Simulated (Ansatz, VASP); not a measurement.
# Cross-check of TiAl26N27 (Ti_Al) between VASP and Ansatz

One calculation is typed for both programs; each brings its own data sets. How far apart do they land? Of the first pair: The structure shown is the start of the Ansatz relaxation below; VASP solves that cell, so the two are compared at the walk's first step.

Main program and level: Ansatz 0.2.0; plane waves, with VASP 6.6.1 beside it; single point at r2SCAN.

## (1) The starting structure

The cell holds 54 atoms: 26 Al, 27 N and 1 Ti. Its edges and angles: a = 9.269 Å, b = 9.269 Å, c = 9.269 Å, α = 60.0°, β = 60.0°, γ = 60.0°. It derives from AlN (AlN (F-43m)). Nearest the centre at fractional (0.333, 0.667, 0.667): Ti54 at 0.05 Å, N35 at 1.87 Å, N41 at 1.88 Å, N44 at 1.89 Å, N43 at 1.91 Å, Al15 at 3.07 Å, Al7 at 3.08 Å, Al23 at 3.08 Å. The cell carries charge −1.

Structure file:

```xyz
54
Lattice="0.0000 6.5542 6.5542 6.5542 0.0000 6.5542 6.5542 6.5542 0.0000" Properties=species:S:1:pos:R:3 pbc="T T T"
Al    6.5619   13.0683    6.5831
Al    8.7076    8.7304   13.0704
Al    4.4034   10.8912    6.5714
Al    2.2337    6.5447    8.7423
Al    4.3482    2.2220    2.2105
Al    6.5195   10.9167    8.7036
Al   10.9498    6.5483    4.4116
Al    6.5230    8.7242   10.8875
Al    8.7677   10.9009   10.9577
Al    6.5851    8.6997    2.1874
Al    2.1971    4.3219    2.1756
Al   10.9172    6.6034    8.7447
Al    8.6900    8.7356    4.3595
Al    4.3449    4.3952    4.3343
Al    6.5682    6.5111    4.3906
Al    4.3534    2.2154    6.5181
Al    6.5299    4.3772    6.5112
Al    6.5664   10.8845    4.3980
Al    8.7407    6.5215   10.8858
Al   10.9467    8.7666   10.8889
Al    2.2168    4.3836    6.5185
Al    4.4182    6.5502    6.5437
Al    6.5911    8.7629    6.5306
Al   10.9016   10.9095    8.7815
Al    6.5736    6.5821    8.7756
Al    8.7689    8.7283    8.7775
N     1.0937    1.0434    1.1023
N     3.2344    3.2976    1.1084
N     5.4849    5.5043    1.0796
N     3.2973    1.0543    3.2517
N     5.4302    3.2412    3.2627
N     7.6303    5.4996    3.3055
N     5.4176    1.0791    5.4426
N     7.6397    3.2929    5.5088
N     9.7874    5.4742    5.4413
N     1.0482    3.2917    3.2587
N     3.2933    5.4847    3.2357
N     5.4933    7.6731    3.2488
N     3.2762    3.2593    5.5085
N     5.4263    5.4367    5.4865
N     7.6780    7.6795    5.4825
N     5.5041    3.3031    7.6410
N     7.6684    5.4185    7.6585
N     9.8227    7.6183    7.6869
N     1.1005    5.5094    5.4489
N     3.2505    7.6814    5.4378
N     5.4593    9.8792    5.4477
N     3.2995    5.5043    7.6604
N     5.5027    7.6727    7.6586
N     7.6423    9.8225    7.6956
N     5.4218    5.4432    9.8548
N     7.6193    7.6885    9.8293
N     9.8503    9.7900    9.8105
Ti    8.7821    6.5777    6.5632
```

## (2) Ansatz: relaxation, r2SCAN

Ansatz runs on its PAW soft_1 files.

The two programs are compared at the cell with which this relaxation starts, whose forces are those of its first step.

File input.yaml:

```yaml
crystal:
  lattice:
    - [0.0, 6.55418986, 6.55418986]
    - [6.55418986, 0.0, 6.55418986]
    - [6.55418986, 6.55418986, 0.0]
  atoms:
    - { symbol: Al, position: [0.0, 0.0, 0.0] }
    - { symbol: "N", position: [0.08333333, 0.08333333, 0.08333333] }
    - { symbol: Al, position: [0.0, 0.0, 0.33333333] }
    - { symbol: "N", position: [0.08333333, 0.08333333, 0.41666667] }
    - { symbol: Al, position: [0.0, 0.0, 0.66666667] }
    - { symbol: "N", position: [0.08333333, 0.08333333, 0.75] }
    - { symbol: Al, position: [0.0, 0.33333333, 0.0] }
    - { symbol: "N", position: [0.08333333, 0.41666667, 0.08333333] }
    - { symbol: Al, position: [0.0, 0.33333333, 0.33333333] }
    - { symbol: "N", position: [0.08333333, 0.41666667, 0.41666667] }
    - { symbol: Al, position: [0.0, 0.33333333, 0.66666667] }
    - { symbol: "N", position: [0.08333333, 0.41666667, 0.75] }
    - { symbol: Al, position: [0.0, 0.66666667, 0.0] }
    - { symbol: "N", position: [0.08333333, 0.75, 0.08333333] }
    - { symbol: Al, position: [0.0, 0.66666667, 0.33333333] }
    - { symbol: "N", position: [0.08333333, 0.75, 0.41666667] }
    - { symbol: Al, position: [0.0, 0.66666667, 0.66666667] }
    - { symbol: "N", position: [0.08333333, 0.75, 0.75] }
    - { symbol: Al, position: [0.33333333, 0.0, 0.0] }
    - { symbol: "N", position: [0.41666667, 0.08333333, 0.08333333] }
    - { symbol: Al, position: [0.33333333, 0.0, 0.33333333] }
    - { symbol: "N", position: [0.41666667, 0.08333333, 0.41666667] }
    - { symbol: Al, position: [0.33333333, 0.0, 0.66666667] }
    - { symbol: "N", position: [0.41666667, 0.08333333, 0.75] }
    - { symbol: Al, position: [0.33333333, 0.33333333, 0.0] }
    - { symbol: "N", position: [0.41666667, 0.41666667, 0.08333333] }
    - { symbol: Al, position: [0.33333333, 0.33333333, 0.33333333] }
    - { symbol: "N", position: [0.41666667, 0.41666667, 0.41666667] }
    - { symbol: Al, position: [0.33333333, 0.33333333, 0.66666667] }
    - { symbol: "N", position: [0.41666667, 0.41666667, 0.75] }
    - { symbol: Al, position: [0.33333333, 0.66666667, 0.0] }
    - { symbol: "N", position: [0.41666667, 0.75, 0.08333333] }
    - { symbol: Al, position: [0.33333333, 0.66666667, 0.33333333] }
    - { symbol: "N", position: [0.41666667, 0.75, 0.41666667] }
    - { symbol: Ti, position: [0.33333333, 0.66666667, 0.66666667] }
    - { symbol: "N", position: [0.41666667, 0.75, 0.75] }
    - { symbol: Al, position: [0.66666667, 0.0, 0.0] }
    - { symbol: "N", position: [0.75, 0.08333333, 0.08333333] }
    - { symbol: Al, position: [0.66666667, 0.0, 0.33333333] }
    - { symbol: "N", position: [0.75, 0.08333333, 0.41666667] }
    - { symbol: Al, position: [0.66666667, 0.0, 0.66666667] }
    - { symbol: "N", position: [0.75, 0.08333333, 0.75] }
    - { symbol: Al, position: [0.66666667, 0.33333333, 0.0] }
    - { symbol: "N", position: [0.75, 0.41666667, 0.08333333] }
    - { symbol: Al, position: [0.66666667, 0.33333333, 0.33333333] }
    - { symbol: "N", position: [0.75, 0.41666667, 0.41666667] }
    - { symbol: Al, position: [0.66666667, 0.33333333, 0.66666667] }
    - { symbol: "N", position: [0.75, 0.41666667, 0.75] }
    - { symbol: Al, position: [0.66666667, 0.66666667, 0.0] }
    - { symbol: "N", position: [0.75, 0.75, 0.08333333] }
    - { symbol: Al, position: [0.66666667, 0.66666667, 0.33333333] }
    - { symbol: "N", position: [0.75, 0.75, 0.41666667] }
    - { symbol: Al, position: [0.66666667, 0.66666667, 0.66666667] }
    - { symbol: "N", position: [0.75, 0.75, 0.75] }
  host:
    repeats: [3, 3, 3]
    atoms:
      - { symbol: Al, position: [0.0, 0.0, 0.0] }
      - { symbol: "N", position: [0.25, 0.25, 0.25] }
total_charge: -1
basis:
  ecutwfc: 500
  xc_grid: 2
hamiltonian:
  xc: r2scan
  pseudopotentials: { kind: paw, azcp: { folder: soft_1 } }
kpoints:
  mp_grid: { grid: [1, 1, 1], shift: [0.25, 0.25, 0.25] }
scf:
  occupations: { method: fixed }
  max_iter: 60
output:
  forces: true
  charged_corrections:
    epsilon: 4.64
    static_epsilon: 8.51
    defect_position: [0.333333, 0.666667, 0.666667]
relax:
  f_tol: 0.02
  max_steps: 80
  random_displacement: { amplitude: 0.05, seed: 880 }
checkpoint:
  write: "../qm1.relax.run"
  compress: false
  write_wavefunctions: true
  write_every: 100000
```

On the command line:

```sh
$ ansatz run input.yaml --threads 4 --pin off --max-ram 7536MiB --backend cpu --events-out ev --progress --plain --runs-dir out
```

Numbers of over 12 decimals in the logs are rounded to 6 here.

Output:

```text
Engine: ansatz 0.2.0, aarch64-unknown-linux-gnu
Pseudopotentials: kind: paw
Pseudopotential: Al, paw, valence charge 3, recommended cutoff 500 eV (meta_gga), soft_1/Al.paw.azcp
Pseudopotential: N, paw, valence charge 5, recommended cutoff 500 eV (meta_gga), soft_1/N.paw.azcp
Pseudopotential: Ti, paw, valence charge 12, recommended cutoff 500 eV (meta_gga), soft_1/Ti.paw.azcp
Functional definition: r2SCAN
  parameter k0 = 0.174
  parameter k1 = 0.065
  parameter a1 = 4.9479
  exchange = r2scan_x(k0 = k0, k1 = k1, a1 = a1)
  correlation = r2scan_c
Crystal: 54 atoms, lattice volume = 563.102 Å³
Basis set: ecut = 500 eV, 14331 PW (Γ), exchange–correlation on 144×144×144 points (8 copies of the dense FFT grid, shifted against one another)
Bands: 167, of which v1, the nominal top of the filled ones, is band 113 counted from 1 (112 counted from 0)
Symmetry: 1 space group operations
k-points: 1
Non-local potential: Al, projectors of the file, l = 0: 2, l = 1: 2, l = 2: 1
Non-local potential: N, projectors of the file, l = 0: 2, l = 1: 2, l = 2: 1
Non-local potential: Ti, projectors of the file, l = 0: 3, l = 1: 2, l = 2: 3, l = 3: 1
PAW form: soft (Blöchl's): semilocal exchange-correlation on the pseudo side does not see the compensation charge
PAW frozen core: Al, regenerated for the run's functional (the file was generated under x = pbe(κ = 0.804, μ = 0.219515), c = pbe(β = 0.066725))
PAW frozen core: N, regenerated for the run's functional (the file was generated under x = pbe(κ = 0.804, μ = 0.219515), c = pbe(β = 0.066725))
PAW frozen core: Ti, regenerated for the run's functional (the file was generated under x = pbe(κ = 0.804, μ = 0.219515), c = pbe(β = 0.066725))
PAW one-centre angular grid: Al, 302 points (default); XC on 160 Gauss nodes
PAW one-centre angular grid: N, 302 points (default); XC on 160 Gauss nodes
PAW one-centre angular grid: Ti, 590 points (default); XC on 160 Gauss nodes
Initial density: superposition of atomic densities (chi_scale 0.1, normalization cell, long waves kept (reshape's long-wave potential 0.18 eV rms))
Initial wavefunctions: pseudopotential atomic-orbital guess
Functional: x = r2scan, c = r2scan; τ floored in thin density (d = 2e-4 eV/Å³)
SCF iter   1: F=—  HF=-27042.956458 eV  |F-HF|=—  |Δ(HF+E_count)|=         —  Δρ=1.35e-1  dr2=1.41e2  dr2_τ=1.44e1  ethr=3.10e-3  ⟨swp⟩=5.0  Hψ=531  notcnv=0  defer=50
preconditioner: auto → Resta (q_TF=auto, 2.343 Å⁻¹)  ε∞=3.5  [insulator: Δε(μ)=0.048 eV  Ē_g=14.665 eV  n_scr=112 (ndim 8)  ℏωp=23.1 eV  f_vac=0.000  ε∞_Penn≈3.5]
SCF iter   2: F=—  HF=-27013.693274 eV  |F-HF|=—  |Δ(HF+E_count)|=    2.93e1  Δρ=5.87e-2  dr2=2.02e1  dr2_τ=3.03e0  ethr=3.10e-3  ⟨swp⟩=4.0  Hψ=303  notcnv=0  defer=50
SCF iter   3: F=—  HF=-27015.399062 eV  |F-HF|=—  |Δ(HF+E_count)|=    1.71e0  Δρ=5.40e-2  dr2=2.20e1  dr2_τ=1.12e0  ethr=3.10e-3  ⟨swp⟩=3.0  Hψ=299  notcnv=0  defer=49
SCF iter   4: F=—  HF=-27014.460078 eV  |F-HF|=—  |Δ(HF+E_count)|=   9.39e-1  Δρ=2.82e-2  dr2=5.16e0  dr2_τ=2.78e-1  ethr=3.10e-3  ⟨swp⟩=2.0  Hψ=296  notcnv=0  defer=50
SCF iter   5: F=—  HF=-27014.154184 eV  |F-HF|=—  |Δ(HF+E_count)|=   3.06e-1  Δρ=1.17e-2  dr2=6.62e-1  dr2_τ=2.70e-2  ethr=2.28e-3  ⟨swp⟩=2.0  Hψ=183  notcnv=0  defer=46
SCF iter   6: F=—  HF=-27014.147672 eV  |F-HF|=—  |Δ(HF+E_count)|=   6.51e-3  Δρ=8.84e-3  dr2=3.46e-1  dr2_τ=2.38e-2  ethr=2.93e-4  ⟨swp⟩=3.0  Hψ=237  notcnv=0  defer=52
SCF iter   7: F=—  HF=-27014.148617 eV  |F-HF|=—  |Δ(HF+E_count)|=   9.45e-4  Δρ=4.88e-3  dr2=1.12e-1  dr2_τ=1.16e-2  ethr=1.53e-4  ⟨swp⟩=2.0  Hψ=124  notcnv=0  defer=52
SCF iter   8: F=—  HF=-27014.146703 eV  |F-HF|=—  |Δ(HF+E_count)|=   1.91e-3  Δρ=4.02e-3  dr2=7.04e-2  dr2_τ=1.65e-3  ethr=4.97e-5  ⟨swp⟩=2.0  Hψ=124  notcnv=0  defer=52
SCF iter   9: F=—  HF=-27014.150650 eV  |F-HF|=—  |Δ(HF+E_count)|=   3.95e-3  Δρ=6.35e-3  dr2=1.68e-1  dr2_τ=9.10e-3  ethr=3.11e-5  ⟨swp⟩=3.0  Hψ=238  notcnv=0  defer=52  recentre
SCF iter  10: F=—  HF=-27014.147949 eV  |F-HF|=—  |Δ(HF+E_count)|=   2.70e-3  Δρ=1.62e-3  dr2=1.39e-2  dr2_τ=6.76e-4  ethr=3.11e-5  ⟨swp⟩=3.0  Hψ=125  notcnv=0  defer=52
SCF iter  11: F=—  HF=-27014.153674 eV  |F-HF|=—  |Δ(HF+E_count)|=   5.73e-3  Δρ=4.55e-3  dr2=8.45e-2  dr2_τ=4.12e-3  ethr=6.14e-6  ⟨swp⟩=3.0  Hψ=237  notcnv=0  defer=52  recentre
SCF iter  12: F=—  HF=-27014.151269 eV  |F-HF|=—  |Δ(HF+E_count)|=   2.41e-3  Δρ=1.33e-3  dr2=7.30e-3  dr2_τ=3.70e-4  ethr=6.14e-6  ⟨swp⟩=2.0  Hψ=236  notcnv=0  defer=52
SCF iter  13: F=—  HF=-27014.150915 eV  |F-HF|=—  |Δ(HF+E_count)|=   3.54e-4  Δρ=4.30e-4  dr2=8.80e-4  dr2_τ=4.58e-5  ethr=3.23e-6  ⟨swp⟩=2.0  Hψ=282  notcnv=0  defer=52
SCF iter  14: F=—  HF=-27014.150939 eV  |F-HF|=—  |Δ(HF+E_count)|=   2.31e-5  Δρ=3.28e-4  dr2=4.82e-4  dr2_τ=1.68e-5  ethr=3.89e-7  ⟨swp⟩=2.0  Hψ=122  notcnv=0  defer=52
[...]
atom  19  Al     0.00560290    -0.00114009    -0.00709774
  atom  20  N      0.00225844    -0.00105454    -0.00114829
  atom  21  Al     0.00479397    -0.00761519    -0.00172624
  atom  22  N      0.00105156    -0.00048190    -0.00416056
  atom  23  Al     0.00625572    -0.00848196    -0.00182136
  atom  24  N      0.00225533    -0.00110311     0.00046541
  atom  25  Al     0.00456472    -0.00009095    -0.00603579
  atom  26  N      0.00195063     0.00152153    -0.00218817
  atom  27  Al    -0.00007052    -0.00188159    -0.00470450
  atom  28  N      0.00100663    -0.00106497    -0.00201023
  atom  29  Al    -0.00036373    -0.00189421    -0.00289825
  atom  30  N     -0.00793558     0.00205122     0.00161213
  atom  31  Al     0.00631890    -0.00137539    -0.00804152
  atom  32  N      0.00338610    -0.00254892     0.00022067
  atom  33  Al     0.00291028    -0.00471675    -0.00346641
  atom  34  N      0.00281994    -0.00736523     0.00001882
  atom  35  Ti     0.01059718    -0.01094437    -0.01872177
  atom  36  N      0.00615907    -0.00327250     0.00566313
  atom  37  Al     0.00147014     0.00642264     0.00262804
  atom  38  N      0.00122710     0.00447514    -0.00171203
  atom  39  Al     0.00039346    -0.00291695     0.00749085
  atom  40  N     -0.00235458     0.00178356     0.00018017
  atom  41  Al    -0.00512038     0.00058011     0.00574624
  atom  42  N     -0.00017648    -0.00279812    -0.00482876
[...]
atom  47  Al    -0.00095950     0.00056726     0.00957284
  atom  48  N     -0.00379517     0.00529164     0.00269151
  atom  49  Al    -0.00104625     0.00423029     0.00214009
  atom  50  N      0.00231553     0.00229021     0.00033696
  atom  51  Al    -0.01051055     0.00340852     0.00381761
  atom  52  N     -0.00034020     0.00057294     0.00243836
  atom  53  Al    -0.00592547     0.00972428     0.00227126
  atom  54  N     -0.00185332    -0.00209722     0.00232287
  max |Σ_I F_I| component: 8.34e-3 eV/Å
--- Charged-cell corrections in eV (Makov–Payne, q = -1.000 e, ε = 8.510) ---
  F (periodic)     = -27016.629916  (uncorrected; the corrections below are reported, never added to it)
  E_corr1          = +0.295917  (monopole, q²α_M/2εL)
  F Makov-Payne    = -27016.333999  (F + E_corr1; no measured alignment; for a localised charge, not one spread in a band: unchecked)
  no potential alignment in this run, which stands beside a crystal: run the host's input off ansatz write-host-input, and read the two finished runs by ansatz place-levels (neither reads a slab, a wire or a sheet, whose cell leaves a vacuum)
--- Band table (eV) ---
  k-point 0: bands = [... 109 lower, 6.7268, 6.8625, 6.9720, 10.6760, 11.3548, 11.5640, 11.7467, 11.8836, ... 50 higher]
--- Relaxed structure (32 steps of the walk, 28 accepted, 0 SCFs on fresh bases) ---
  F+E_penalty+E_count = -27016.62991570 eV   max|allowed force component| = 1.848e-2 eV/Å
  atoms:
    - { symbol: Al, position: [-0.00069251, -0.000759684, 9.025241978726092e-5] }
    - { symbol: N, position: [0.083098, 0.082407, 0.084319] }
    - { symbol: Al, position: [-0.000756385, -0.000735579, 0.334701] }
    - { symbol: N, position: [0.083611, 0.081334, 0.418715] }
    - { symbol: Al, position: [-0.00172949, -0.00425351, 0.669958] }
    - { symbol: N, position: [0.083821, 0.081612, 0.750601] }
    - { symbol: Al, position: [-0.000930552, 0.333050, 0.000470304] }
    - { symbol: N, position: [0.081494, 0.414576, 0.086790] }
    - { symbol: Al, position: [-0.000297382, 0.330228, 0.334980] }
    - { symbol: N, position: [0.083752, 0.415564, 0.417570] }
    - { symbol: Al, position: [-0.000393903, 0.330378, 0.668877] }
    - { symbol: N, position: [0.081874, 0.414971, 0.750646] }
    - { symbol: Al, position: [-0.00265352, 0.664524, 0.0017986] }
    - { symbol: N, position: [0.084482, 0.748886, 0.083127] }
    - { symbol: Al, position: [0.0020588, 0.666398, 0.332480] }
    - { symbol: N, position: [0.084492, 0.749007, 0.417650] }
    - { symbol: Al, position: [-0.00231927, 0.664288, 0.669554] }
    - { symbol: N, position: [0.074308, 0.744658, 0.757501] }
    - { symbol: Al, position: [0.333331, 0.00133228, -0.00086982] }
    - { symbol: N, position: [0.416403, 0.084471, 0.083109] }
    - { symbol: Al, position: [0.331358, 0.00678316, 0.329550] }
    - { symbol: N, position: [0.417312, 0.085071, 0.415934] }
    - { symbol: Al, position: [0.331854, 0.0058594, 0.666122] }
    - { symbol: N, position: [0.416250, 0.084710, 0.749791] }
    - { symbol: Al, position: [0.329960, 0.332801, 0.00168775] }
    - { symbol: N, position: [0.416531, 0.417643, 0.082957] }
    - { symbol: Al, position: [0.333384, 0.334793, 0.332878] }
    - { symbol: N, position: [0.416808, 0.417903, 0.417419] }
    - { symbol: Al, position: [0.330025, 0.333092, 0.669520] }
    - { symbol: N, position: [0.409711, 0.405252, 0.760219] }
    - { symbol: Al, position: [0.332873, 0.667581, 0.00161528] }
    - { symbol: N, position: [0.416543, 0.751054, 0.082859] }
    - { symbol: Al, position: [0.332860, 0.667703, 0.330570] }
    - { symbol: N, position: [0.419499, 0.761635, 0.398339] }
    - { symbol: Ti, position: [0.359451, 0.673703, 0.648879] }
    - { symbol: N, position: [0.418527, 0.760503, 0.754479] }
    - { symbol: Al, position: [0.666910, -2.5740287494024905e-5, -0.00119501] }
    - { symbol: N, position: [0.749799, 0.082801, 0.084476] }
    - { symbol: Al, position: [0.668406, -0.000645975, 0.333104] }
    - { symbol: N, position: [0.749615, 0.082874, 0.417551] }
    - { symbol: Al, position: [0.666481, -0.000150482, 0.667778] }
    - { symbol: N, position: [0.748328, 0.087552, 0.749174] }
    - { symbol: Al, position: [0.668122, 0.331773, 0.000508557] }
    - { symbol: N, position: [0.748932, 0.417011, 0.084304] }
    - { symbol: Al, position: [0.668224, 0.331885, 0.333395] }
    - { symbol: N, position: [0.755191, 0.411083, 0.413125] }
    - { symbol: Al, position: [0.655434, 0.353016, 0.662832] }
    - { symbol: N, position: [0.754940, 0.410855, 0.755461] }
    - { symbol: Al, position: [0.667447, 0.667342, -0.000885661] }
    - { symbol: N, position: [0.747786, 0.749503, 0.088035] }
    - { symbol: Al, position: [0.667806, 0.659837, 0.343925] }
    - { symbol: N, position: [0.756406, 0.753140, 0.412048] }
    - { symbol: Al, position: [0.667204, 0.659831, 0.662086] }
    - { symbol: N, position: [0.747809, 0.749008, 0.748786] }
```

(Part 1 of 3 ends here.)

[Lines on the potential files, build, host, timing and source positions are cut from VASP's logs without a mark.]

[Logs are printed without paths, hosts, clocks, repeated set-up lines and the standing remarks that a program may print on its own settings, such as how far it seeks lower states.]

[Hosts, paths, dates, database ids (printed as entryN), source tags and the programs' standing remarks are cut or masked in the printed files.]
